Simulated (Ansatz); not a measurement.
# CdSe under changes of volume

One of the cells (28.942 Å³/atom); the others are scaled copies at fixed shape and fractional positions:

```
CELL_PARAMETERS angstrom
0.00000 3.07027 3.07027
3.07027 0.00000 3.07027
3.07027 3.07027 0.00000
ATOMIC_POSITIONS crystal
Cd 0.00000 0.00000 0.00000
Se 0.25000 0.25000 0.25000
```

Measurements of this composition are mostly on another form, of space group No. 186.

* Program: Ansatz 0.2.0
* Functional: r2SCAN50
* Potentials or basis: Ansatz PAW
* Cutoff: 500 eV (not typed: the program's choice for these potentials)
* k mesh: 4 × 4 × 4
* Occupations: fermi-dirac, width 0.05 eV
* Spin: no spin polarisation

```tsv
volume (Å³/atom)	energy over the lowest point (meV/atom)	pressure (GPa)	gap on the mesh (eV)
27.206	8.19	2.5	4.08
27.784	1.80	1.1	4.02
28.363	0.00	-0.1	3.96
28.942	2.44	-1.2	3.89
29.521	8.72	-2.2	3.83
30.100	18.26	-3.1	3.77
30.679	?	?	?
```

**Question.** What does the run at 30.679 Å³/atom give?

**Answer.** Energy over the lowest point 30.73 meV/atom; pressure -3.9 GPa; gap on the mesh 3.72 eV.

Worked out: A Birch-Murnaghan fit of order 3 (a polynomial in V^(-2/3)) to the other rows has its minimum at 28.30 Å³/atom with B0 = V·E''(V) = 57 GPa and B' = 4.4. It gives 30.89 meV/atom at 30.679 Å³/atom, against the run's 30.73, and -dE/dV = -3.9 GPa, against -3.9. A straight line through the other rows of the gap, of slope -3.09 eV per unit of ln V (its deformation potential), extrapolates to 3.71 eV, against the run's 3.72.

Energies are extrapolated to zero smearing.

Caveats: all runs use coarse meshes; the PAW data sets come from PBE, with cores solved anew for the run's functional, which leaves a small shift of forces and pressure; the thresholds are loose for stress.

Spin-orbit coupling on Cd, Se is left out.
